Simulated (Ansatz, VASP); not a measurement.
**Ag in VASP and in Ansatz**

Contents of INCAR:

```
PREC     = Accurate       # precision mode
ENCUT    = 520            # plane-wave cutoff, eV
EDIFF    = 1E-6           # SCF threshold, eV
ISMEAR   = 0              # smearing method
SIGMA    = 0.15           # smearing width, eV
LREAL    = False          # projectors in reciprocal space
LASPH    = True           # aspherical terms in the spheres
NELM     = 60             # most SCF steps
ALGO     = Normal         # electronic algorithm
ISIF     = 2              # what is computed and relaxed
LWAVE    = False          # write WAVECAR
LCHARG   = False          # write CHGCAR
GGA      = PE             # functional
NBANDS   = 12             # bands
```

The input KPOINTS:

```
Automatic mesh
0
Gamma
  20 20 20
```

Contents of POSCAR:

```
Ag
1.0
    0.0000000000      2.1248240000      1.8796520000
    2.1248240000      0.0000000000      1.8796520000
    2.1248240000      2.1248240000      0.0000000000
Ag
1
Direct
    0.0000000000      0.0000000000      0.0000000000
```

Input for Ansatz:

```yaml
crystal:
  lattice:
    - [0.0, 2.124824, 1.879652]
    - [2.124824, 0.0, 1.879652]
    - [2.124824, 2.124824, 0.0]
  atoms:
    - { symbol: Ag, position: [0.0, 0.0, 0.0] }
basis:
  ecutwfc: 420
kpoints:
  mp_grid: { grid: [20, 20, 20] }
hamiltonian:
  xc: pbe
scf:
  occupations: { method: gaussian, width: 0.15 }
output:
  forces: true
  stress: true
  eigenvalues: true
```

Change from the starting cell: strain +0.040 along x and y, -0.080 along z, atoms carried along.

Alike in both runs: task single point; functional PBE; k mesh 20 × 20 × 20; occupations gaussian, width 0.15 eV; no spin polarisation.

|  | VASP | Ansatz |
| --- | --- | --- |
| version | VASP 6.6.1 | Ansatz 0.2.0 |
| potentials or method | VASP PAW PBE potentials, release 64 (Ag) | scalar-relativistic, plane waves, PAW |
| plane-wave cutoff (eV) | 520 | 420 |
| valence electrons in the cell | 11 | 19 |

Ansatz gave:

| Quantity | Value |
| --- | --- |
| gap on the k mesh at the Fermi level (eV) | none |
| pressure (GPa) | 5.6 |
| largest component of the traceless stress (GPa) | 1.67 |

Task: Estimate VASP's values.

Result: gap on the k mesh at the Fermi level (eV): none; pressure (GPa): 5.4; largest component of the traceless stress (GPa): 1.65.

A gap of «none» marks a metal or a gap that the smearing closes. The two sets of potentials don't hold the same shells in valence.
